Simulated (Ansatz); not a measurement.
## Sb in Ansatz: the effect of functional

The system is Sb.

```xyz
2
Lattice="3.0587 0.0000 0.0000 0.0000 4.2588 0.0000 -0.0381 0.0000 4.3159" Properties=species:S:1:pos:R:3 pbc="T T T"
Sb    0.0256    1.0647    1.0409
Sb    2.9949    3.1941    3.2751
```

This isn't the form of Sb at room conditions, which is rhombohedral.

The cell isn't the ideal one: volume scaled by 0.94.

Alike in all runs:

```yaml
Program: Ansatz 0.2.0
Task: single point
Potentials_or_basis: Ansatz PAW
k_mesh: 9 × 6 × 6
Occupations: fermi-dirac, width 0.05 eV
Spin: no spin polarisation
```

| functional | cutoff | pressure (GPa) | largest force (eV/Å) |
| --- | --- | --- | --- |
| LDA | 420 eV (not typed: the program's choice for these potentials) | ? | ? |
| PBEsol | 420 eV (not typed: the program's choice for these potentials) | 1.4 | 0.14 |
| r2SCAN | 500 eV (not typed: the program's choice for these potentials) | 3.1 | 0.14 |

Task: What does the run with functional LDA give?

Result: Pressure 0.1 GPa; largest force 0.11 eV/Å.

Caveats: the PAW data sets come from PBE, with cores solved anew for the run's functional, which leaves a small shift of forces and pressure.
